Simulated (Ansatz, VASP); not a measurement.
Mg2SiN in VASP and in Ansatz

File INCAR:

```
SYSTEM = Mg2SiN
ALGO = Normal
EDIFF = 1E-7
ENCUT = 520
GGA = PE
ISIF = 2
ISMEAR = 0
LASPH = .TRUE.
LCHARG = .FALSE.
LREAL = .FALSE.
LWAVE = .FALSE.
NBANDS = 14
NELM = 100
PREC = Accurate
SIGMA = 0.1
```

File KPOINTS:

```
k-points
0
G
  6 6 4
  0 0 0
```

File POSCAR:

```
Mg2SiN
1.0
    3.6590984500      0.0000000000      0.0000000000
    0.0000000000      3.6590984500      0.0000000000
    0.0000000000      0.0000000000      5.3787569200
Mg Si N
2 1 1
Direct
    0.5000000000      0.5000000000      0.2556319500
    0.5000000000      0.5000000000      0.7443680500
    0.0000000000      0.0000000000      0.5000000000
    0.0000000000      0.0000000000      0.0000000000
```

Input for Ansatz:

```yaml
crystal:
  lattice:
    - [3.65909845, 0.0, 0.0]
    - [0.0, 3.65909845, 0.0]
    - [0.0, 0.0, 5.37875692]
  atoms:
    - { symbol: Mg, position: [0.5, 0.5, 0.25563195] }
    - { symbol: Mg, position: [0.5, 0.5, 0.74436805] }
    - { symbol: Si, position: [0.0, 0.0, 0.5] }
    - { symbol: "N", position: [0.0, 0.0, 0.0] }
basis:
  ecutwfc: 420
kpoints:
  mp_grid: { grid: [6, 6, 4] }
hamiltonian:
  xc: pbe
scf:
  occupations: { method: gaussian, width: 0.1 }
  lower_state_search: "off"
output:
  forces: true
  stress: true
  eigenvalues: true
```

Alike in both runs: task single point; functional PBE; k mesh 6 × 6 × 4; occupations gaussian, width 0.1 eV; no spin polarisation.

```csv
,VASP,Ansatz
version,VASP 6.6.1,Ansatz 0.2.0
potentials or method,"VASP PAW PBE potentials, release 64 (Mg, Si, N)","scalar-relativistic, plane waves, PAW"
plane-wave cutoff (eV),520,420
valence electrons in the cell,13,29
```

```csv
,VASP,Ansatz,Ansatz less VASP
gap on the k mesh at the Fermi level (eV),none,none,-
pressure (GPa),-10.6,-10.5,+0.13
largest component of the traceless stress (GPa),6.84,6.84,+0.005
rms of the force components (eV/Å),0.493,0.496,+0.0021
```

Atom by atom the forces differ by 0.002 eV/Å (rms over components). A gap of «none» marks a metal or a gap that the smearing closes. The functional is the same, so the differences come from potentials, cutoffs and numerics. The two sets of potentials don't hold the same shells in valence.

Caveats: forces of over 1 eV/Å show positions far from the minimum, so gaps and moduli don't describe the material at rest.
